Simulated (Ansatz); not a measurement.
The system is CdS (Greenockite).

```
Cd S
1.0
     4.15000    0.00000    0.00000
    -2.07500    3.59401    0.00000
     0.00000    0.00000    6.73700
Cd S
2 2
Direct
  0.66667 0.33333 0.50000
  0.33333 0.66667 0.00000
  0.66667 0.33333 0.87500
  0.33333 0.66667 0.37500
```

Base run:

| Quantity | Value |
| --- | --- |
| Program | Ansatz 0.2.0 |
| Functional | PBE |
| Potentials or basis | Ansatz PAW |
| Cutoff | 500 eV |
| Density cutoff | 2000 eV |
| k mesh | 7 × 7 × 4 |
| Occupations | fermi-dirac, width 0.05 eV |
| Spin | no spin polarisation |

Its results: band gap on the k mesh 1.20 eV, direct; pressure 2.1 GPa; largest force 0.068 eV/Å.

Q: The run is repeated on the same cell with these changes: functional from PBE to PBE-EpsX; cutoff from 500 eV to 420 eV (not typed: the program's choice for these potentials); k mesh from 7 × 7 × 4 to 4 × 4 × 3. What comes out?

A: Band gap on the k mesh 2.30 eV, direct; pressure 1.3 GPa; largest force 0.061 eV/Å.

Several settings changed at once, so the effect can't be laid on one alone.

Caveats: some runs use coarse meshes; odd divisions of the mesh miss points on the zone boundary, where band edges often lie, so the gap on the mesh can be too wide (some runs); the PAW data sets come from PBE, with cores solved anew for the run's functional, which leaves a small shift of forces and pressure (some runs); the thresholds are loose for stress (some runs).
